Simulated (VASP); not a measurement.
Write the native input for VASP 6.6.1 that does the following.

| Property | Result |
| --- | --- |
| Task | single point |
| Functional | LDA |
| Potentials or basis | VASP PAW LDA potentials, release 64 (Mg, Se) |
| Cutoff | 520 eV |
| k mesh | 8 × 8 × 8 |
| Occupations | gaussian, width 0.02 eV |
| Spin | no spin polarisation |
| Dipole correction | no |
| Further INCAR settings | ALGO = Normal; EDIFF = 1e-06; NBANDS = 11 |

The structure of MgSe lies in POSCAR:

```
MgSe
1.0
    0.0000000000      2.7214000000      2.7214000000
    2.7214000000      0.0000000000      2.7214000000
    2.7214000000      2.7214000000      0.0000000000
Mg Se
1 1
Direct
    0.0000000000      0.0000000000      0.0000000000
    0.5000000000      0.5000000000      0.5000000000
```

The cell comes from a database or a generator and needn't be the stable form of this composition.

One way to write it, as run:

INCAR

```
SYSTEM = MgSe
ALGO     = Normal         ! electronic algorithm
EDIFF    = 1E-6           ! SCF threshold, eV
ENCUT    = 520            ! plane-wave cutoff, eV
ISIF     = 2              ! what is computed and relaxed
ISMEAR   = 0              ! smearing method
LASPH    = .TRUE.         ! aspherical terms in the spheres
LCHARG   = .TRUE.         ! write CHGCAR
LELF     = .TRUE.         ! ELF
LREAL    = .FALSE.        ! projectors in reciprocal space
LVHAR    = .TRUE.       
LWAVE    = .FALSE.        ! write WAVECAR
NBANDS   = 11             ! bands
NELM     = 100            ! most SCF steps
PREC     = Accurate       ! precision mode
SIGMA    = 0.02           ! smearing width, eV
```

KPOINTS

```
k-points
0
G
  8 8 8
  0 0 0
```

Potentials or basis: VASP PAW LDA potentials, release 64 (Mg, Se).

The run is started by

```bash
$ cat potpaw_LDA.64/Mg/POTCAR potpaw_LDA.64/Se/POTCAR > POTCAR
$ mpirun -np 1 vasp_std > vasp.out
```

Results of the run:

```yaml
Pressure: -2.2 GPa
Band_gap_on_the_k_mesh: 1.66 eV, indirect (least direct gap 2.43 eV)
```

Run time: 13 s on 1 thread of Intel(R) Xeon(R) Platinum 8488C (Sapphire Rapids), with other jobs on the host, peak memory 0.15 GiB.
